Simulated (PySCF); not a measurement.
# Isomers of C2H4O2: computed energies against enthalpies of formation

**The experiment to reproduce.**

From CRC Handbook of Chemistry and Physics, for the gas at 298.15 K: enthalpy of formation of `CC(=O)O` -432.2 kJ/mol; enthalpy of formation of `COC=O` (methyl formate) -357.4 kJ/mol.

The runs below try to reproduce these values; the comparison stands at the end.

Differences of these values give the isomerisation enthalpies. Geometries: PBE0-D3(BJ)/def2-TZVP; runs in PySCF, gas phase, with a dispersion term only where the level names one. Total electronic energies (Eh):

```csv
SMILES,PBE0-D3(BJ)/def2-TZVP,PBE0/pcSseg-2,CAM-B3LYP/aug-cc-pVTZ,PBE0/aug-cc-pVTZ
CC(=O)O,-228.93451,-228.93189,-229.09199,-228.92677
COC=O,-228.90717,-228.90369,-229.06599,-228.89872
```

Geometry of `CC(=O)O` (Å):
```
atom  x, y, z in Å
C1    -0.2794   -0.6796   -0.6250
C2     0.3595    0.4389    0.1342
O3     1.2959    1.0941   -0.2321
O4    -0.2428    0.6409    1.3215
H5    -1.3532   -0.5089   -0.7131
H6     0.1752   -0.7596   -1.6086
H7    -0.1429   -1.6137   -0.0754
H8     0.2312    1.3681    1.7484
```

Geometry of `COC=O` (Å):
```
atom  x, y, z in Å
C1    -1.0084   -0.1103   -0.1132
O2     0.2514   -0.7631    0.0441
C3     1.3030    0.0464    0.1324
O4     1.2708    1.2412    0.0900
H5    -1.7486   -0.9037   -0.1789
H6    -1.0130    0.4953   -1.0201
H7    -1.2126    0.5344    0.7425
H8     2.2155   -0.5557    0.2499
```

Zero-point and thermal terms are left out, so the computed numbers are electronic energies.

**Comparison with experiment**

Relative to `CC(=O)O`, the lowest by measurement, in kJ/mol (measured: enthalpies at 298.15 K; computed: electronic energies):

```
 SMILES  measured  PBE0-D3(BJ)/def2-TZVP  PBE0/pcSseg-2  CAM-B3LYP/aug-cc-pVTZ  PBE0/aug-cc-pVTZ
CC(=O)O       0.0                    0.0            0.0                    0.0               0.0
  COC=O      74.8                   71.8           74.1                   68.3              73.6
```

Measured values: -432.2 kJ/mol (298.15 K; CRC Handbook of Chemistry and Physics) for the first row; the others come from the same table. Unsigned miss: PBE0/pcSseg-2 0.7, PBE0/aug-cc-pVTZ 1.2, PBE0-D3(BJ)/def2-TZVP 3.0, CAM-B3LYP/aug-cc-pVTZ 6.5 kJ/mol. One conformer stands for `CC(=O)O` and `COC=O`, not necessarily the lowest, while the measurement averages over conformers. Where a level misses, the cause wasn't examined.
